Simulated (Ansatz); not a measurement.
The calculation used Ansatz 0.2.0, DFT PBE, scalar-relativistic, plane waves, PAW. Settings: cutoff 420 eV, Γ-centred meshes spaced at most about 0.3 Å⁻¹, and about 0.25 Å⁻¹ or finer for metals (2π included), Gaussian smearing. No spin polarisation in the final relaxations.

Temperature and zero-point effects are left out.

Compare these two cells of CdTe, each relaxed at this level.

A.

```cif
data_structure
_symmetry_space_group_name_H-M 'Pm-3m'
_symmetry_Int_Tables_number 221
_cell_length_a 3.7844
_cell_length_b 3.7844
_cell_length_c 3.7844
_cell_angle_alpha 90.000
_cell_angle_beta 90.000
_cell_angle_gamma 90.000
_cell_volume 54.20
loop_
_atom_site_label
_atom_site_type_symbol
_atom_site_symmetry_multiplicity
_atom_site_Wyckoff_symbol
_atom_site_fract_x
_atom_site_fract_y
_atom_site_fract_z
_atom_site_occupancy
Cd1 Cd 1 a 0.00000 0.00000 0.00000 1
Te1 Te 1 b 0.50000 0.50000 0.50000 1
```

B.

```cif
data_structure
_symmetry_space_group_name_H-M 'P6/mmm'
_symmetry_Int_Tables_number 191
_cell_length_a 3.1936
_cell_length_b 3.1936
_cell_length_c 6.4428
_cell_angle_alpha 90.000
_cell_angle_beta 90.000
_cell_angle_gamma 120.000
_cell_volume 56.91
loop_
_atom_site_label
_atom_site_type_symbol
_atom_site_symmetry_multiplicity
_atom_site_Wyckoff_symbol
_atom_site_fract_x
_atom_site_fract_y
_atom_site_fract_z
_atom_site_occupancy
Cd1 Cd 1 b 0.00000 0.00000 0.50000 1
Te1 Te 1 a 0.00000 0.00000 0.00000 1
```

Question: Which is lower in energy, and by how much?

Answer: A is lower, by 6 meV/atom. A has the caesium chloride type, space group Pm-3m (No. 221), 27.1 Å³/atom and no gap on its mesh; B has space group P6/mmm (No. 191), 28.5 Å³/atom and no gap. Counting Te atoms around Cd (those within 1.25 times the shortest such distance or 1.15 times the sum of covalent radii), A has Cd 8 and B has Cd 2. The denser one is the lower, and pressure would at first widen the difference. Even the lower one lies +0.08 eV/atom against the reference forms of the elements (uncorrected), so neither is stable at this level. In A, Cd is surrounded by 8 Te at 3.28 Å and 6 Cd at 3.78 Å; Te has 8 Cd at 3.28 Å and 6 Te at 3.78 Å. In B, around Cd lie 6 Cd at 3.19 Å and 2 Te at 3.22 Å; Te is surrounded by 6 Te at 3.19 Å and 2 Cd at 3.22 Å. Both come from invented guesses. A third cell relaxed alike, in F-43m (a cell as deposited in COD), lies 0.54 eV/atom below the lower of the two.

For metals, differences of a few meV/atom aren't resolved. Spin–orbit coupling, which can matter for Te, is left out. Cells relaxed within their symmetry can be saddle points.

The two invented cells are practically degenerate, and the telling energy is the 0.54 eV/atom by which the F-43m cell lies below them. That fits the known preference of CdTe for zinc blende, where eight valence electrons per formula unit fill the bonding states of a tetrahedral sp³ network and open a gap. Neither A nor B allows this. In A the eight Cd–Te contacts are much longer than a normal bond, so each is weak, and the broadened bands overlap. B instead stacks pure Cd and pure Te layers, giving up most of the cation–anion contacts that favour a polar compound. Metallic Cd–Cd and multicentre Te–Te bonding within the layers probably makes up for much of that loss, which would explain how such different arrangements end up so close in energy. The greater density of A doesn't make it the expected high-pressure phase, since zinc blende CdTe is known to give way to a rock-salt form under compression, and that competitor isn't among the cells compared.
